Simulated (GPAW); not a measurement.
Runs of GPAW 26.7.0 on Ti. Symmetry: P6/mmm, No. 191, hexagonal system. Conventional cell: a = 4.567 Å, b = 4.567 Å, c = 2.826 Å, α = 90.00°, β = 90.00°, γ = 120.00°. Around Ti (site symmetry -6m2) lie 11 Ti at 2.64 to 2.99 Å. Ti (site symmetry 6/mmm) is surrounded by 14 Ti at 2.83 to 2.99 Å. This isn't the form of Ti at room conditions, which is hcp.

```tsv
task	level	potentials or basis	U	cell	optimizer	fmax	max steps	eigensolver	band path	gap on the mesh (eV)	pressure (GPa)	V0 of scaled cells (Å³/atom)	relaxed volume (Å³/atom)	B0 (GPa)
relaxation of cell and atoms	PBEsol+D4	PAW data sets generated in the run's folder for this functional, pw	-	relaxed	BFGS	0.05 eV/Å	40	-	-	none	0.0	-	16.26	-
band structure	BLYP	PAW data sets generated in the run's folder for this functional, pw	-	as given	-	-	-	davidson	GMKGALHA,LM,KH	-	2.8	-	-	-
relaxation of cell and atoms	PBEint	PAW data sets generated in the run's folder for this functional, pw	-	relaxed	BFGS	0.02 eV/Å	100	-	-	none	0.0	-	16.69	-
relaxation of cell and atoms	BLYP+D3(BJ)	PAW data sets generated in the run's folder for this functional, pw	-	relaxed	BFGS	0.01 eV/Å	40	davidson	-	none	0.0	-	15.29	-
equation of state	vdW-DF-cx	GPAW PAW data sets (gpaw-data 1.2.1), pw	-	as given	-	-	-	-	-	-	-	16.76	-	(a)
relaxation of cell and atoms	OLYP	PAW data sets generated in the run's folder for this functional, pw	-	relaxed	BFGS	0.05 eV/Å	60	davidson	-	none	0.0	-	(b)	-
equation of state	LDA+U	the program's PAW data sets (release 1.2.1) made for this functional, pw	Ti d U = 4.5 eV	as given	-	-	-	-	-	-	-	17.14	-	129
band structure	r4SCAN	GPAW PAW data sets (gpaw-data 1.2.1), pw	-	as given	-	-	-	-	GMKGALHA,LM,KH	-	(c)	-	-	-
```

Alike in all rows: no spin polarisation; k mesh 5 × 5 × 7; cutoff (eV) 600; smearing fermi-dirac 0.05 eV.

**Question.** Estimate the missing entries.

**Answer.** (a) 115; (b) 17.14; (c) -0.6.

Caveats: later steps reuse the first step's grids (some runs); pairwise dispersion overbinds metals, which lowers pressure and volume (some runs); the cell was scaled at fixed shape and fractional positions, which overstates the stiffness of a crystal with free parameters, most of all of layers and chains (some runs); the PAW data sets were made with another functional, which shifts forces and pressure a little (some runs); the U is typed as a test and isn't derived for this compound (some runs).

A gap of «none» marks a metal or a gap under the smearing width.

Runs at the PBE level aren't shown here.
